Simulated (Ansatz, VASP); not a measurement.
## LiF in VASP and in Ansatz

```
Li F
1.0
     0.00000    2.01400    2.11470
     2.01400    0.00000    2.11470
     2.01400    2.01400    0.00000
Li F
1 1
Direct
  0.00000 0.00000 0.00000
  0.50000 0.50000 0.50000
```

Change from the starting cell: strain +0.000 along x and y, +0.050 along z, atoms carried along.

Alike in both runs: task single point; functional PBE; k mesh 10 × 10 × 10; occupations gaussian, width 0.05 eV; no spin polarisation.

|  | VASP | Ansatz |
| --- | --- | --- |
| version | VASP 6.6.1 | Ansatz 0.2.0 |
| potentials or method | VASP PAW PBE potentials, release 64 (Li_sv, F) | scalar-relativistic, plane waves, PAW |
| plane-wave cutoff (eV) | 520 | 420 |
| valence electrons in the cell | 10 | 10 |

```csv
,VASP,Ansatz,Ansatz less VASP
gap on the k mesh at the Fermi level (eV),8.60,8.60,+0.002
least direct gap on the mesh (eV),8.60,8.60,+0.002
```

With one functional, cell and mesh, what is left measures potentials, basis and numerics.

 A k mesh can miss the band edges.
